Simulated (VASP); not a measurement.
Write the native input for VASP 6.6.1 that does the following.

- Task: relaxation of cell and atoms
- Functional: LDA
- Potentials or basis: VASP PAW LDA potentials, release 64 (Pb_d, Se)
- Cutoff: 600 eV
- k mesh: 8 × 8 × 8
- Occupations: gaussian, width 0.03 eV
- Spin: no spin polarisation
- Further INCAR settings: ALGO = Normal; EDIFF = 1e-06; IBRION = 2; EDIFFG = -0.01; NSW = 90; ISIF = 3

The structure of PbSe (Clausthalite) lies in POSCAR:

```
PbSe
1.0
    0.0000000000      3.0606500000      3.0606500000
    3.0606500000      0.0000000000      3.0606500000
    3.0606500000      3.0606500000      0.0000000000
Pb Se
1 1
Direct
    0.0000000000      0.0000000000      0.0000000000
    0.5000000000      0.5000000000      0.5000000000
```

One way to write it, as run:

INCAR

```
SYSTEM = PbSe
PREC = Accurate
ENCUT = 600
EDIFF = 1E-6
ISMEAR = 0
SIGMA = 0.03
LREAL = .FALSE.
LASPH = .TRUE.
NELM = 80
ALGO = Normal
ISIF = 3
LWAVE = .FALSE.
LCHARG = .FALSE.
IBRION = 2
NSW = 90
EDIFFG = -0.01
```

KPOINTS

```
Automatic mesh
0
G
  8 8 8
  0 0 0
```

Potentials or basis: VASP PAW LDA potentials, release 64 (Pb_d, Se).

Launch:

```sh
$ cat potpaw_LDA.64/Pb_d/POTCAR potpaw_LDA.64/Se/POTCAR > POTCAR
$ mpirun -np 1 vasp_std > vasp.out
```

Results of the run:

```
Relaxed volume                         : 27.62 Å³/atom
Relaxed cell                           : a = 4.275 Å, b = 4.275 Å, c = 4.275 Å, α = 60.00°, β = 60.00°, γ = 60.00°
Space group after relaxing (to 0.05 Å) : Fm-3m (No. 225)
Energy gained by relaxing              : 6.6 meV/atom
Ionic steps                            : 3
Pressure after relaxing                : 0.0 GPa
Band gap on the k mesh                 : 0.03 eV, direct
```

Caveat: spin-orbit coupling is left out, which as a rule narrows the gap of such compounds by several tenths of an eV.

It took 21 s on 1 thread of Intel(R) Xeon(R) 6975P-C (Granite Rapids), on a shared host, peak memory 0.19 GiB.
